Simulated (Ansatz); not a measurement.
GaN:

```xyz
2
Lattice="0.0000 2.2535 2.2535 2.2535 0.0000 2.2535 2.2535 2.2535 0.0000" Properties=species:S:1:pos:R:3 pbc="T T T"
Ga    0.0000    0.0000    0.0000
N     1.1268    1.1268    1.1268
```

The cell is a database's computed one.

Base run:

```yaml
Program: Ansatz 0.2.0
Functional: RPBE
Potentials_or_basis: all-electron LAPW, scalar-relativistic
Cutoff: 421 eV
Density_cutoff: 1686 eV
Basis_error_allowed: 0.001 eV/atom
k_mesh: 10 × 10 × 10
Occupations: fermi-dirac, width 0.05 eV
Spin: no spin polarisation
```

Its results: band gap on the k mesh 1.78 eV, direct; pressure 9.0 GPa.

Question: After a change of settings the same cell gave: band gap on the k mesh 1.83 eV, direct; pressure 11.0 GPa. Which change was it?
A. functional from RPBE to BLYP
B. functional from RPBE to PBEsol
C. functional from RPBE to LDA
D. functional from RPBE to revPBE

Answer: A.

Not every run made on this cell is shown here.
